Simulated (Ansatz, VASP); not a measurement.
**ZnS (Wurtzite-2H): VASP beside Ansatz**

```
Zn S
1.0
     3.81100    0.00000    0.00000
    -1.90550    3.30042    0.00000
     0.00000    0.00000    6.23400
Zn S
2 2
Direct
  0.66667 0.33333 0.50000
  0.33333 0.66667 0.00000
  0.66667 0.33333 0.88500
  0.33333 0.66667 0.38500
```

Alike in both runs: task relaxation of cell and atoms; functional BLYP; k mesh 8 × 8 × 5; occupations fermi-dirac, width 0.05 eV; no spin polarisation.

```csv
,VASP,Ansatz
version,VASP 6.6.1,Ansatz 0.2.0
potentials or method,"VASP PAW PBE potentials, release 64 (Zn, S)",Ansatz PAW
plane-wave cutoff (eV),600,420
valence electrons in the cell,36,36
```

Ansatz gave:

* gap on the k mesh at the Fermi level, each at its own relaxed structure (eV): 1.79
* relaxed volume (Å³/atom): 21.31
* relaxed cell length with the largest relative difference (Å): 6.425
* energy change over the relaxation (meV/atom): -36

Problem. Which values does VASP return?

Solution. gap on the k mesh at the Fermi level, each at its own relaxed structure (eV): 1.82; relaxed volume (Å³/atom): 21.32; relaxed cell length with the largest relative difference (Å): 6.427; energy change over the relaxation (meV/atom): -37.

Caveats: the PAW data sets were made with another functional, which shifts forces and pressure a little (VASP); odd divisions of the mesh miss points on the zone boundary, where band edges often lie, so the gap on the mesh can be too wide (Ansatz); the plane-wave basis is chosen anew once the cell has moved, so the energies of steps on either side of that aren't comparable (Ansatz); the PAW data sets come from PBE, with cores solved anew for the run's functional, which leaves a small shift of forces and pressure (Ansatz). Zero-point motion and thermal expansion aren't in these numbers. A hybrid or GW would open this gap; BLYP tends to underestimate it.
